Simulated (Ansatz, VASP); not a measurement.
## Two plane-wave programs on TiTe2

```
Te Ti
1.0
     3.77700    0.00000    0.00000
    -1.88850    3.27098    0.00000
     0.00000    0.00000    6.49800
Te Ti
2 1
Direct
  0.33333 0.66667 0.73720
  0.66667 0.33333 0.26280
  0.00000 0.00000 0.00000
```

Alike in both runs: task relaxation of cell and atoms; functional LDA; k mesh 8 × 8 × 4; occupations fermi-dirac, width 0.05 eV; no spin polarisation.

|  | VASP | Ansatz |
| --- | --- | --- |
| version | VASP 6.6.1 | Ansatz 0.2.0 |
| potentials or method | VASP PAW LDA potentials, release 64 (Te, Ti_sv) | Ansatz PAW |
| plane-wave cutoff (eV) | 600 | 420 |
| valence electrons in the cell | 24 | 44 |

|  | VASP | Ansatz | Ansatz less VASP |
| --- | --- | --- | --- |
| gap on the k mesh at the Fermi level, each at its own relaxed structure (eV) | none | none | - |
| relaxed volume (Å³/atom) | 24.61 | 24.59 | -0.018 |
| relaxed cell length with the largest relative difference (Å) | 3.678 | 3.676 | -0.0018 |
| energy change over the relaxation (meV/atom) | -25 | -25 | -0.6 |

A gap of «none» marks a metal or a gap that the smearing closes. The two sets of potentials don't hold the same shells in valence.

Caveats: the plane-wave basis is chosen anew once the cell has moved, so the energies of steps on either side of that aren't comparable (Ansatz); the PAW data sets come from PBE, with cores solved anew for the run's functional, which leaves a small shift of forces and pressure (Ansatz). The runs have no spin-orbit coupling, so splittings on Te are missing. Zero-point motion and thermal expansion aren't in these numbers. LDA usually gives volumes a few per cent too small.
